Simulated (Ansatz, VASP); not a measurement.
# Two plane-wave programs on MgO

The input INCAR:

```
SYSTEM = MgO
PREC = Accurate ; ENCUT = 600
EDIFF = 1E-6 ; ISMEAR = -1
SIGMA = 0.05 ; LREAL = .FALSE.
LASPH = .TRUE. ; NELM = 60
ALGO = Normal ; ISIF = 3
LWAVE = .FALSE. ; LCHARG = .FALSE.
GGA = PE ; IBRION = 2
NSW = 60 ; EDIFFG = -0.01
```

File KPOINTS:

```
regular mesh
0
G
  11 11 11
  0 0 0
```

The input POSCAR:

```
MgO
1.0
    0.0000000000      2.0970013927      2.0970013927
    2.0970013927      0.0000000000      2.0970013927
    2.0970013927      2.0970013927      0.0000000000
Mg O
1 1
Direct
    0.0000000000      0.0000000000      0.0000000000
    0.5000000000      0.5000000000      0.5000000000
```

input.yaml

```yaml
crystal:
  lattice:
    - [0.0, 2.0970013927, 2.0970013927]
    - [2.0970013927, 0.0, 2.0970013927]
    - [2.0970013927, 2.0970013927, 0.0]
  atoms:
    - { symbol: Mg, position: [0.0, 0.0, 0.0] }
    - { symbol: O, position: [0.5, 0.5, 0.5] }
hamiltonian:
  xc: pbe
  pseudopotentials: { kind: paw }
kpoints:
  mp_grid: { grid: [11, 11, 11] }
scf:
  occupations: { method: fermi_dirac, width: 0.05 }
output:
  forces: true
  stress: true
  write_density: true
  write_potential: true
  elf: true
  volumetric_format: npy
relax:
  f_tol: 0.01
  max_steps: 40
  cell: { stress_tol: 0.05 }
```

The cell is a database's computed one.

Alike in both runs: task relaxation of cell and atoms; functional PBE; k mesh 11 × 11 × 11; occupations fermi-dirac, width 0.05 eV; no spin polarisation.

|  | VASP | Ansatz |
| --- | --- | --- |
| version | VASP 6.6.1 | Ansatz 0.2.0 |
| potentials or method | VASP PAW PBE potentials, release 64 (Mg, O) | Ansatz PAW |
| plane-wave cutoff (eV) | 600 | 420 |
| valence electrons in the cell | 8 | 16 |

VASP gave:

| Property | Result |
| --- | --- |
| gap on the k mesh at the Fermi level, each at its own relaxed structure (eV) | 4.50 |
| relaxed volume (Å³/atom) | 9.56 |
| relaxed cell length with the largest relative difference (Å) | 3.002 |
| energy change over the relaxation (meV/atom) | -6 |

**Question.** Estimate Ansatz's values.

**Answer.** gap on the k mesh at the Fermi level, each at its own relaxed structure (eV): 4.46; relaxed volume (Å³/atom): 9.62; relaxed cell length with the largest relative difference (Å): 3.008; energy change over the relaxation (meV/atom): -8.

The two sets of potentials don't hold the same shells in valence.

Caveats: odd divisions of the mesh miss points on the zone boundary, where band edges often lie, so the gap on the mesh can be too wide (Ansatz); the plane-wave basis is chosen anew once the cell has moved, so the energies of steps on either side of that aren't comparable (Ansatz); the pressure holds a Pulay correction of +0.6 GPa for the finite cutoff (Ansatz).
